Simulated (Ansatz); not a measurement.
Runs of Ansatz 0.2.0 on AlN. The structure is cubic, space group Fm-3m (No. 225). Conventional cell: a = 4.069 Å, b = 4.069 Å, c = 4.069 Å, α = 90.00°, β = 90.00°, γ = 90.00°. Around Al (site symmetry m-3m) lie 6 N at 2.03 Å. Around N (site symmetry m-3m) lie 6 Al at 2.03 Å. Measurements of this composition are mostly on another form, of space group No. 186.

| task | level | cell | smearing | gap on the mesh (eV) | pressure (GPa) | relaxed volume (Å³/atom) |
| --- | --- | --- | --- | --- | --- | --- |
| relaxation of cell and atoms | PBEsol+D3(BJ) | relaxed | fermi-dirac 0.05 eV | 4.88 | 0.0 | 8.10 |
| single point | PBE | as given | gaussian 0.03 eV | 4.58 | 0.3 | - |
| relaxation of cell and atoms | RPBE+D4 | relaxed | fermi-dirac 0.05 eV | 5.09 | 0.0 | (a) |
| relaxation of cell and atoms | BLYP+D4 | relaxed | fermi-dirac 0.05 eV | (b) | 0.0 | 8.12 |
| single point | PBE | as given | gaussian 0.029 eV | 4.58 | 0.3 | - |

Alike in all rows: potentials or basis Ansatz PAW; no spin polarisation; k mesh 11 × 11 × 11; cutoff (eV) 420.

Problem. Estimate the missing entries.

Solution. (a) 8.09; (b) 5.03.

Caveats: odd divisions of the mesh miss points on the zone boundary, where band edges often lie, so the gap on the mesh can be too wide; the plane-wave basis is chosen anew once the cell has moved, so the energies of steps on either side of that aren't comparable (some runs); the PAW data sets come from PBE, with cores solved anew for the run's functional, which leaves a small shift of forces and pressure (some runs).

A k mesh can miss the band edges.
